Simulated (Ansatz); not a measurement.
Runs of Ansatz 0.2.0 on Te2Mo. The structure is hexagonal, space group P6_3/mmc (No. 194). Conventional cell: a = 3.518 Å, b = 3.518 Å, c = 13.974 Å, α = 90.00°, β = 90.00°, γ = 120.00°. Te (site symmetry 3m) has 3 Mo at 2.72 Å as nearest neighbours. Mo (site symmetry -6m2) has 6 Te at 2.72 Å as nearest neighbours. 

| task | level | potentials or basis | cell | k mesh | cutoff (eV) | points for each segment of the path | gap on the mesh (eV) | pressure (GPa) | relaxed volume (Å³/atom) | largest force (eV/Å) |
| --- | --- | --- | --- | --- | --- | --- | --- | --- | --- | --- |
| relaxation of cell and atoms | PBEsol | Ansatz PAW | relaxed | 9 × 9 × 2 | 420 | - | 0.80 | 0.0 | 24.69 | - |
| single point | PBE | Ansatz PAW | as given | 15 × 15 × 4 | 420 | - | 0.71 | 2.9 | - | 0.18 |
| band structure | BLYP | Ansatz PAW | as given | 9 × 9 × 2 | 420 | 14 | (a) | (c) | - | (b) |
| relaxation of cell and atoms | rPW86-PBE | Ansatz PAW | relaxed | 9 × 9 × 2 | 420 | - | 0.88 | 0.0 | 29.51 | - |

Alike in all rows: no spin polarisation; smearing fermi-dirac 0.05 eV.

Q: Estimate the missing entries.

A: (a) 0.82; (b) 0.46; (c) 9.1.

Caveats: spin-orbit coupling is left out, which moves the levels of the heavy elements; odd divisions of the mesh miss points on the zone boundary, where band edges often lie, so the gap on the mesh can be too wide (some runs); this functional lacks dispersion, which binds the layers, so the pressure and a relaxed spacing across them are unreliable (some runs); the PAW data sets come from PBE, with cores solved anew for the run's functional, which leaves a small shift of forces and pressure (some runs); the plane-wave basis is chosen anew once the cell has moved, so the energies of steps on either side of that aren't comparable (some runs); the k mesh misses the band edges, so the gap on the mesh is wider than the one along the path (some runs); the volume moved by over 15 % at a fixed basis, so the end points are rough (some runs).

A k mesh can miss the band edges, and the runs leave out spin-orbit coupling on Mo, Te.
